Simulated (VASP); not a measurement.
# From an Ansatz input to VASP: SrO (strained rocksalt)

Ansatz input

```yaml
crystal:
  lattice:
    - [0.0284220199, 2.5825154231, 2.5825154231]
    - [2.5825154231, 0.0284220199, 2.5825154231]
    - [2.5825154231, 2.5825154231, 0.0284220199]
  atoms:
    - { symbol: Sr, position: [0.0, 0.0, 0.0] }
    - { symbol: O, position: [0.5, 0.5, 0.5] }
kpoints:
  mp_grid: { grid: [8, 8, 8] }
  band_path:
    path:
      - [0.0, 0.0, 0.0]
      - [0.5, 0.0, 0.5]
      - [0.625, 0.25, 0.625]
      - [0.375, 0.375, 0.75]
      - [0.5, 0.5, 0.5]
      - [0.5, 0.25, 0.75]
    npoints: 1
hamiltonian:
  xc: r2scan
scf:
  occupations: { method: fixed }
  n_extra_bands: 4
output:
  forces: true
  stress: true
  eigenvalues: true
```

Question: Write VASP inputs for this cell and level of theory.

Answer: 

INCAR

```
METAGGA = R2SCAN
IBRION = -1
LWAVE = .FALSE.
PREC = Accurate
ISMEAR = 0
ALGO = Normal
NSW = 0
NBANDS = 15
LREAL = .FALSE.
NELM = 120
SIGMA = 0.01
LCHARG = .FALSE.
EDIFF = 1E-7
ENCUT = 520
ISIF = 2
LASPH = .TRUE.
```

KPOINTS

```
KPOINTS created by Atomic Simulation Environment
0
Gamma
8 8 8
0 0 0
```

KPOINTS_OPT

```
special points
6
Reciprocal
0.0000000000 0.0000000000 0.0000000000 1
0.5000000000 0.0000000000 0.5000000000 1
0.6250000000 0.2500000000 0.6250000000 1
0.3750000000 0.3750000000 0.7500000000 1
0.5000000000 0.5000000000 0.5000000000 1
0.5000000000 0.2500000000 0.7500000000 1
```

POSCAR

```
Sr O
 1.0000000000000000
     0.0284220199000000    2.5825154230999998    2.5825154230999998
     2.5825154230999998    0.0284220199000000    2.5825154230999998
     2.5825154230999998    2.5825154230999998    0.0284220199000000
 Sr  O
   1   1
Cartesian
  0.0000000000000000  0.0000000000000000  0.0000000000000000
  2.5967264330499997  2.5967264330499997  2.5967264330499997
```

VASP ran with the recommended PBE PAW datasets (16 valence electrons in the cell). Other inputs would serve too.

```csv
,Ansatz,VASP
gap between bands v and c,3.78 eV,3.73 eV
least direct gap,3.85 eV,3.81 eV
pressure,1.3 GPa,1.9 GPa
```

The two codes use different PAW datasets and cutoffs. VASP's cell holds 16 valence electrons and Ansatz's 16. Ansatz's stress includes a Pulay correction; VASP's doesn't.
